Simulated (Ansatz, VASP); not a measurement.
## C in VASP and in Ansatz

```
CELL_PARAMETERS angstrom
0.00000 1.79360 1.79360
1.79360 0.00000 1.79360
1.79360 1.79360 0.00000
ATOMIC_POSITIONS crystal
C 0.50000 0.50000 0.50000
C 0.75000 0.75000 0.75000
```

Alike in both runs: task single point; functional LDA; k mesh 12 × 12 × 12; occupations gaussian, width 0.05 eV; no spin polarisation.

|  | VASP | Ansatz |
| --- | --- | --- |
| version | VASP 6.6.1 | Ansatz 0.2.0 |
| potentials or method | VASP PAW LDA potentials, release 64 (C) | scalar-relativistic, plane waves, PAW |
| plane-wave cutoff (eV) | 520 | 520 |
| valence electrons in the cell | 8 | 8 |

```csv
,VASP,Ansatz,Ansatz less VASP
gap on the k mesh at the Fermi level (eV),4.08,4.09,+0.008
least direct gap on the mesh (eV),5.49,5.49,-0.001
pressure (GPa),-18.7,-20.1,-1.45
```

Ansatz warned: «pseudo_functional_mismatch».

Caveats: so large a pressure means that the cell lies far from this level's equilibrium, or that cutoff or potentials fall short (VASP).
